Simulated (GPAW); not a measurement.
ZnS (Wurtzite-2H): band structure with TASK

**Measured values to compare with.**

A printed reference work, monograph reports, for a bulk crystal of ZnS at 4 K: band gap 3.911 eV (direct).

ZnS (Wurtzite-2H):

```
CELL_PARAMETERS angstrom
3.81100 0.00000 0.00000
-1.90550 3.30042 0.00000
0.00000 0.00000 6.23400
ATOMIC_POSITIONS crystal
Zn 0.66667 0.33333 0.50000
Zn 0.33333 0.66667 0.00000
S 0.66667 0.33333 0.88500
S 0.33333 0.66667 0.38500
```

```json
{
 "Program": "GPAW 26.7.0",
 "Task": "band structure",
 "Functional": "TASK",
 "Potentials or basis": "GPAW PAW data sets (gpaw-data 1.2.1)",
 "Cutoff": "600 eV",
 "Basis": "pw",
 "k mesh": "6 × 6 × 3",
 "Occupations": "fermi-dirac, width 0.05 eV",
 "Spin": "no spin polarisation",
 "Maxiter": "150",
 "Band path": "GMKGALHA,LM,KH",
 "Band points": "60"
}
```

```yaml
Pressure: 5.6 GPa
Largest_force: 0.315 eV/Å
Band_gap_on_the_k_mesh: 3.97 eV, direct
Band_gap_along_the_path: 3.97 eV, direct
```

Forces in eV/Å, atoms in the order of the input:
```
Zn   0.000  0.000  0.315
Zn   0.000  0.000  0.315
S    0.000  0.000 -0.315
S    0.000  0.000 -0.315
```

Stress tensor (GPa, compression positive):
```
6.32 0.00 0.00
0.00 6.32 0.00
0.00 0.00 4.29
```

Levels at the corners of the path, in eV from the valence-band top:
| point | band 14 | band 15 | band 16 | band 17 | band 18 | band 19 | band 20 | band 21 | band 22 | band 23 |
| --- | --- | --- | --- | --- | --- | --- | --- | --- | --- | --- |
| Γ | -0.90 | -0.90 | 0.00 | 0.00 | 0.00 | 3.97 | 4.32 | 7.46 | 7.46 | 7.82 |
| M | -4.34 | -3.31 | -2.42 | -1.59 | -1.05 | 4.80 | 5.59 | 6.42 | 8.31 | 8.93 |
| K | -4.48 | -4.06 | -2.32 | -2.31 | -2.31 | 5.71 | 7.14 | 7.14 | 9.39 | 9.39 |
| Γ | -0.90 | -0.90 | 0.00 | 0.00 | 0.00 | 3.97 | 4.32 | 7.46 | 7.46 | 7.82 |
| A | -2.75 | -0.47 | -0.47 | -0.47 | -0.47 | 4.95 | 4.95 | 7.90 | 7.90 | 7.90 |
| L | -5.04 | -1.78 | -1.78 | -1.63 | -1.63 | 4.92 | 4.92 | 6.33 | 6.33 | 10.35 |
| H | -4.92 | -3.24 | -3.24 | -1.36 | -1.36 | 5.80 | 5.80 | 7.94 | 7.94 | 8.74 |
| A | -2.75 | -0.47 | -0.47 | -0.47 | -0.47 | 4.95 | 4.95 | 7.90 | 7.90 | 7.90 |
| L | -5.04 | -1.78 | -1.78 | -1.63 | -1.63 | 4.92 | 4.92 | 6.33 | 6.33 | 10.35 |
| M | -4.34 | -3.31 | -2.42 | -1.59 | -1.05 | 4.80 | 5.59 | 6.42 | 8.31 | 8.93 |
| K | -4.48 | -4.06 | -2.32 | -2.31 | -2.31 | 5.71 | 7.14 | 7.14 | 9.39 | 9.39 |
| H | -4.92 | -3.24 | -3.24 | -1.36 | -1.36 | 5.80 | 5.80 | 7.94 | 7.94 | 8.74 |

It took 5.2 min on 1 thread of Arm Neoverse V2, with other jobs on the host, peak memory 0.48 GiB.

A measured gap of ZnS is 3.911 eV (direct; 4 K; a printed reference work, monograph); the calculated 3.97 eV misses it by +0.06 eV. The value is that of TASK, without temperature or zero-point motion.

Caveat: the PAW data sets were made with another functional, which shifts forces and pressure a little.
